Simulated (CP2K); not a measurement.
Runs of CP2K 2026.2 on BaTiO3. It takes space group Pm-3m (No. 221, cubic). The conventional cell has a = 4.006 Å, b = 4.006 Å, c = 4.006 Å, α = 90.00°, β = 90.00°, γ = 90.00°. Around Ba (site symmetry m-3m) lie 12 O at 2.83 Å. Around Ti (site symmetry m-3m) lie 6 O at 2.00 Å. O (site symmetry 4/mmm) has 2 Ti at 2.00 Å as nearest neighbours. 

```csv
task,level,potentials or basis,smearing,EPS_DEFAULT,NGRIDS,points a segment of the path (NPOINTS),bands added on the path,MPI ranks,pressure (GPa),V0 of scaled cells (Å³/atom),B0 (GPa)
band structure,PBEsol,"POTENTIAL_UZH Ba GTH-PBE-q10, Ti GTH-PBE-q12, O GTH-PBE-q6; TZVP-MOLOPT-PBE-GTH basis",fermi-dirac 0.01 eV,1.0E-10,5,6,4,4,-2.4,-,-
equation of state,PBEsol,"POTENTIAL_UZH Ba GTH-PBE-q10, Ti GTH-PBE-q12, O GTH-PBE-q6; TZVP-MOLOPT-PBE-GTH basis",fermi-dirac 0.05 eV,1.0E-10,4,-,-,-,-,12.69,(b)
band structure,LDA,"GTH_POTENTIALS Ba GTH-PADE-q10, Ti GTH-PADE-q12, O GTH-PADE-q6; TZVP-MOLOPT-PBE-GTH basis",fermi-dirac 0.01 eV,1.0E-9,4,10,6,4,(a),-,-
single point,PBEsol,"POTENTIAL_UZH Ba GTH-PBE-q10, Ti GTH-PBE-q12, O GTH-PBE-q6; TZVP-MOLOPT-PBE-GTH basis",fermi-dirac 0.05 eV,1.0E-10,5,-,-,4,-2.4,-,-
equation of state,LDA,"GTH_POTENTIALS Ba GTH-PADE-q10, Ti GTH-PADE-q12, O GTH-PADE-q6; TZVP-MOLOPT-PBE-GTH basis",fermi-dirac 0.05 eV,1.0E-9,4,-,-,-,-,12.27,193
band structure,r2SCAN,"POTENTIAL_UZH Ba GTH-SCAN-q10, Ti GTH-SCAN-q12, O GTH-SCAN-q6; TZVP-MOLOPT-SCAN-GTH basis",fermi-dirac 0.1 eV,1.0E-9,5,10,2,4,0.8,-,-
```

Alike in all rows: no spin polarisation; cell as given; k mesh 7 × 7 × 7.

Task: Estimate the missing entries.

Result: (a) -8.1; (b) 178.

Caveats: the basis of atomic orbitals isn't converged, which shifts pressures, moduli and gaps; the potentials were made for another functional, which shifts forces and pressure (some runs).
